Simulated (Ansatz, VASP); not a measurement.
# ZnS in VASP and in Ansatz

Contents of INCAR:

```
SYSTEM = ZnS
PREC = Accurate
ENCUT = 520
EDIFF = 1E-6
ISMEAR = -1
SIGMA = 0.05
LREAL = .FALSE.
LASPH = .TRUE.
NELM = 100
ALGO = Normal
ISIF = 2
LWAVE = .FALSE.
LCHARG = .FALSE.
NBANDS = 16
```

The input KPOINTS:

```
regular mesh
0
G
  9 9 9
  0 0 0
```

Contents of POSCAR:

```
ZnS
1.0
    0.0000000000      2.7549938462      2.7549938462
    2.7549938462      0.0000000000      2.7549938462
    2.7549938462      2.7549938462      0.0000000000
Zn S
1 1
Direct
    0.7500000000      0.7500000000      0.7500000000
    0.0000000000      0.0000000000      0.0000000000
```

The input input.yaml:

```yaml
crystal:
  lattice:
    - [0.0, 2.7549938462, 2.7549938462]
    - [2.7549938462, 0.0, 2.7549938462]
    - [2.7549938462, 2.7549938462, 0.0]
  atoms:
    - { symbol: Zn, position: [0.75, 0.75, 0.75] }
    - { symbol: S, position: [0.0, 0.0, 0.0] }
kpoints:
  mp_grid: { grid: [9, 9, 9] }
scf:
  occupations: { method: fermi_dirac, width: 0.05 }
hamiltonian:
  xc: lda
  pseudopotentials: { kind: all_electron, lapw: { basis_error: 0.001 } }
output:
  forces: true
  stress: true
  eigenvalues: true
```

Change from the starting cell: volume scaled by 1.06.

Alike in both runs: task single point; functional LDA; k mesh 9 × 9 × 9; occupations fermi-dirac, width 0.05 eV; no spin polarisation.

```csv
,VASP,Ansatz
version,VASP 6.6.1,Ansatz 0.2.0
potentials or method,"VASP PAW LDA potentials, release 64 (Zn, S)","all-electron LAPW, scalar-relativistic"
plane-wave cutoff (eV),520,see its input
```

Ansatz gave:

* gap on the k mesh at the Fermi level (eV): 1.61
* least direct gap on the mesh (eV): 1.61
* pressure (GPa): -7.9

Estimate VASP's values.

gap on the k mesh at the Fermi level (eV): 1.64; least direct gap on the mesh (eV): 1.64; pressure (GPa): -7.7.

Ansatz ran all-electron here, so the differences hold the error of VASP's frozen core and of both bases.
